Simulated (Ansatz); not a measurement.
# Al (Im-3m) in Ansatz: a series of runs

One crystal, Al, is run at these levels: PBE; tasks: single point.

All numbers are computed with Ansatz 0.2.0; they aren't measurements. Logs are shortened: lines on timing, memory, paths and dates and some standing lists are left out, and cuts for length are marked.

## 1. The structure

Symmetry: Im-3m, No. 229, cubic system. Conventional cell: a = 3.182 Å, b = 3.182 Å, c = 3.182 Å, α = 90.00°, β = 90.00°, γ = 90.00°. Around Al (site symmetry m-3m) lie 8 Al at 2.76 Å.

This isn't the form of Al at room conditions, which is fcc.

## 2. Single point, PBE

The input, input.yaml:

```yaml
crystal:
  lattice:
    - [-1.59121869, 1.59121869, 1.59121869]
    - [1.59121869, -1.59121869, 1.59121869]
    - [1.59121869, 1.59121869, -1.59121869]
  atoms:
    - { symbol: Al, position: [0.0, 0.0, 0.0] }
hamiltonian:
  xc: pbe
  pseudopotentials: { kind: paw }
kpoints:
  mp_grid: { grid: [12, 12, 12] }
scf:
  occupations: { method: gaussian, width: 0.014 }
output:
  forces: true
  stress: true
  eigenvalues: true
```

Potentials or basis: Ansatz PAW.

Run with:

```bash
$ ansatz run input.yaml --threads 2 --pin off --max-ram 5632MiB --backend cpu --events-out ev --progress --plain --runs-dir out
```

The program printed:

```text
Warning: RAYON_NUM_THREADS=2 ignored (pool sized by the plan → 2); use --threads N
Engine: ansatz 0.2.0, aarch64-unknown-linux-gnu
Pseudopotentials: kind: paw
Pseudopotential: Al, paw, valence charge 3, recommended cutoff 420 eV (normal), Al.paw.azcp
Functional definition: PBE
  parameter kappa = 0.804
  parameter beta = 0.06672455060314922
  exchange = pbe_x(kappa = kappa, mu = beta*pi^2/3)
  correlation = pbe_c(beta = beta)
Crystal: 1 atoms, lattice volume = 16.116 Å³
Basis set: ecut = 420 eV, 321 PW (Γ), exchange–correlation on 40×40×40 points (8 copies of the dense FFT grid, shifted against one another)
Bands: 6, of which v1, the nominal top of the filled ones, is band 2 counted from 1 (1 counted from 0)
Symmetry: 48 space group operations
Space group: Im-3m (ITA 229), of the structure as read, at distance tolerance 2.5e-5 Å
k-points: 72 of 1728
Non-local potential: Al, projectors of the file, l = 0: 2, l = 1: 2, l = 2: 1
PAW form: soft (Blöchl's): semilocal exchange-correlation on the pseudo side does not see the compensation charge
PAW one-centre angular grid: Al, 110 points (default); XC on 64 Gauss nodes
Initial density: superposition of atomic densities (neutral atoms: chi_scale 0, normalization atom), corrected by the library's trained network
Initial wavefunctions: pseudopotential atomic-orbital guess
Functional: x = pbe(κ = 0.804, μ = 0.2195149727645171), c = pbe(β = 0.06672455060314922)
SCF iter   1: F=—  HF=-537.392281 eV  |F-HF|=—  |Δ(HF+E_count)|=         —  Δρ=5.11e-4  dr2=2.20e-5  ethr=1.77e-3  ⟨swp⟩=4.9  Hψ=3904  notcnv=0
preconditioner: auto → none  [insulator: Δε(μ)=0.059 eV  Ē_g=13.433 eV  σ=0.014 eV  W_gap=0.71  n_scr=0 (ndim 8)  ℏωp=16.0 eV  f_vac=0.000  D(μ)=0.96/eV (n_scr^D=12)  ε∞_Penn≈2.4]
SCF iter   2: F=—  HF=-537.392286 eV  |F-HF|=—  |Δ(HF+E_count)|=   4.92e-6  Δρ=2.53e-4  dr2=5.26e-6  ethr=7.33e-7  ⟨swp⟩=1.9  Hψ=1155  notcnv=0  defer=6
iter 3 did not close the SCF: its close was put off for the readings that it lacked (scf_convergence_deferred on its scf_iter line)
SCF iter   3: F=-537.392290 eV  HF=-537.392290 eV  |F-HF|=1.71e-9  |Δ(HF+E_count)|=   3.96e-6  Δρ=9.33e-6  dr2=9.93e-9  ethr=1.75e-7  ⟨swp⟩=2.0  Hψ=516  notcnv=0  defer=6
iter 4 did not close the SCF: its close was put off for the readings that it lacked (scf_convergence_deferred on its scf_iter line)
SCF iter   4: F=-537.392290 eV  HF=-537.392290 eV  |F-HF|=6.42e-10  |Δ(HF+E_count)|=   1.75e-9  Δρ=3.15e-6  dr2=6.18e-10  ethr=3.31e-10  ⟨swp⟩=1.3  Hψ=429  notcnv=0  defer=6
iter 5 did not close the SCF: its close was put off for the readings that it lacked (scf_convergence_deferred on its scf_iter line)
SCF iter   5: F=-537.392290 eV  HF=-537.392290 eV  |F-HF|=3.41e-13  |Δ(HF+E_count)|=  6.95e-10  Δρ=4.98e-8  dr2=1.18e-13  ethr=2.06e-11  ⟨swp⟩=2.0  Hψ=517  notcnv=0  defer=6
SCF iter   6: F=-537.392290 eV  HF=-537.392290 eV  |F-HF|=3.41e-13  |Δ(HF+E_count)|=  9.09e-13  Δρ=2.62e-9  dr2=7.85e-16  ethr=1.00e-12  ⟨swp⟩=2.1  Hψ=1476  notcnv=0
SCF 1 converged in 6 iterations: F = -537.392290 eV  dr2 = 7.85e-16
SCF converged after 6 iterations
Free energy (F): -537.392290 eV
Harris-Foulkes:  -537.392290 eV  (|F-HF|=3.41e-13)
Internal energy: -537.392195 eV  (E = F + TS)
E sigma→0 (E₀):  -537.392243 eV
Entropy (-TS):   -0.000094 eV (-0.094 meV/atom)
Fermi energy:    8.185428 eV
--- Per-component energies (eV) ---
  E_band       = 11.197202
  E_kinetic    = 23.059749
  E_local      = 10.292970  (includes V_loc(G=0)·N_el)
  E_nonlocal   = 10.555645
  E_hartree    = 0.069359
  E_xc         = -39.886773
  E_vxc        = -29.143446  (∫ρ·V_xc dr)
  E_paw        = -467.383798  (= ΣΔE_a)
  E_vpaw       = -3.706431  (= ΣTr[D̂ρ^β])
  E_aug_tail   = -0.000002  (compensation charges beyond the density's cutoff)
  E_ewald      = -74.099344
  E_smearing   = -0.000094  (= −TS)
  E_closure    = 0.000000  (closes the sum)
  Σ components = -537.392290   (vs F -537.392290, Δ=0.00e0)
--- Forces (eV/Å), atoms counted from 1 ---
  atom   1  Al    -0.00000000     0.00000000     0.00000000
  max |Σ_I F_I| component: 3.08e-32 eV/Å
--- Stress (GPa, compression-positive) ---
        3.885584      -0.000000       0.000000
        0.000000       3.885584       0.000000
        0.000000      -0.000000       3.885584
  P = ⅓ Tr σ = 3.8856 GPa (38.856 kbar)
--- Band table (eV; the first three rows and the last of 72) ---
  k-point 0: bands = ["-3.0959", "21.4880", "21.4880", "21.4880", "23.2490", "23.2490"]
  k-point 1: bands = ["-2.8931", "19.3858", "20.3972", "20.7403", "22.3972", "23.3587"]
  k-point 2: bands = ["-2.2863", "15.9498", "19.0387", "19.3891", "21.0501", "22.2079"]
  k-point 71: bands = ["10.1050", "10.1050", "10.1050", "11.1219", "11.1219", "14.0707"]
```

Run time: 0.38 s. Hardware: 2 threads of Arm Neoverse V2, shared host; peak memory 0.23 GiB.

Results:

| Item | Value |
| --- | --- |
| Free energy | -537.3923 eV |
| Pressure | 3.9 GPa |
| Band gap on the k mesh | none (metal or under the smearing width) |

Levels at points of the mesh, in eV from the Fermi level:
```tsv
k point	band 1	band 2	band 3	band 4
(0.00, 0.00, 0.00)	-11.28	13.30	13.30	13.30
(0.00, 0.00, -0.50)	-4.40	-3.88	8.28	8.36
(-0.50, -0.50, -0.50)	1.92	1.92	1.92	2.94
```

## 3. Single point, PBE

input.yaml: that of step 2 with these lines changed.

```diff
@@ -13,3 +13,3 @@
 scf:
-  occupations: { method: gaussian, width: 0.014 }
+  occupations: { method: gaussian, width: 0.015 }
 output:
```

Potentials or basis: Ansatz PAW.

Run with:

```bash
$ ansatz run input.yaml --threads 2 --pin off --max-ram 5632MiB --backend cpu --events-out ev --progress --plain --runs-dir out
```

It took 0.34 s on 2 threads of Arm Neoverse V2, shared host; peak memory 0.24 GiB.

It converged, with:

| Property | Result |
| --- | --- |
| Free energy | -537.3923 eV |
| Pressure | 3.9 GPa |
| Band gap on the k mesh | none (metal or under the smearing width) |

Levels at points of the mesh, in eV from the Fermi level:
```csv
k point,band 1,band 2,band 3,band 4,band 5,band 6
"(0.00, 0.00, 0.00)",-11.28,13.30,13.30,13.30,15.06,15.06
"(0.00, 0.00, -0.50)",-4.39,-3.88,8.28,8.36,10.16,11.59
"(-0.50, -0.50, -0.50)",1.92,1.92,1.92,2.94,2.94,5.89
```

## 4. Single point, PBE

input.yaml: that of step 3 with these lines changed.

```diff
@@ -13,3 +13,3 @@
 scf:
-  occupations: { method: gaussian, width: 0.015 }
+  occupations: { method: gaussian, width: 0.016 }
 output:
```

Run with:

```bash
$ ansatz run input.yaml --threads 2 --pin off --max-ram 5632MiB --backend cpu --events-out ev --progress --plain --runs-dir out
```

Run time: 0.32 s. Hardware: 2 threads of Arm Neoverse V2, shared host; peak memory 0.24 GiB.

The run converged. Its results:

```yaml
Free_energy: -537.3923 eV
Pressure: 3.9 GPa
Band_gap_on_the_k_mesh: none (metal or under the smearing width)
```

Levels at points of the mesh, in eV from the Fermi level:
```
              k point  band 1  band 2  band 3  band 4
   (0.00, 0.00, 0.00)  -11.28   13.30   13.30   13.30
  (0.00, 0.00, -0.50)   -4.39   -3.88    8.28    8.36
(-0.50, -0.50, -0.50)    1.92    1.92    1.92    2.94
```

## 5. The runs side by side

```csv
smearing,gap on the mesh (eV),pressure (GPa)
gaussian 0.014 eV,none,3.9
gaussian 0.015 eV,none,3.9
gaussian 0.016 eV,none,3.9
```

Alike in all rows: task single point; level PBE; potentials or basis Ansatz PAW; no spin polarisation; cell as given; k mesh 12 × 12 × 12; cutoff (eV) 420.

Every run on the cell as given and a fine mesh finds a metal.

Total energies depend on the potentials used, so only differences within one code and one set of settings carry meaning.
